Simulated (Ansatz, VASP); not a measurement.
# RbBr: VASP beside Ansatz

```
CELL_PARAMETERS angstrom
0.00000 3.42700 3.42700
3.42700 0.00000 3.42700
3.42700 3.42700 0.00000
ATOMIC_POSITIONS crystal
Rb 0.99360 0.01266 0.00805
Br 0.54230 0.48102 0.45721
```

Alike in both runs: task single point; functional PBE; k mesh 3 × 3 × 3; no spin polarisation.

```csv
,VASP,Ansatz
version,VASP 6.6.1,Ansatz 0.2.0
potentials or method,"VASP PAW PBE potentials, release 64 (Rb_sv, Br)","plane waves, PAW"
plane-wave cutoff (eV),520,540
occupations,"gaussian, width 0.01 eV",fixed
valence electrons in the cell,16,16
```

Ansatz gave:

- pressure (GPa): 1.4
- largest component of the traceless stress (GPa): 1.03
- rms of the force components (eV/Å): 0.251

Question: What did VASP give for the same quantities?

Answer: Pressure (GPa): 1.5; largest component of the traceless stress (GPa): 1.04; rms of the force components (eV/Å): 0.254.

Atom by atom the forces differ by 0.003 eV/Å (rms over components). Ansatz warned: «stress_scf_threshold_loose».

Caveats: the k mesh is coarse (spacing up to 0.53 Å⁻¹), so the values aren't converged.
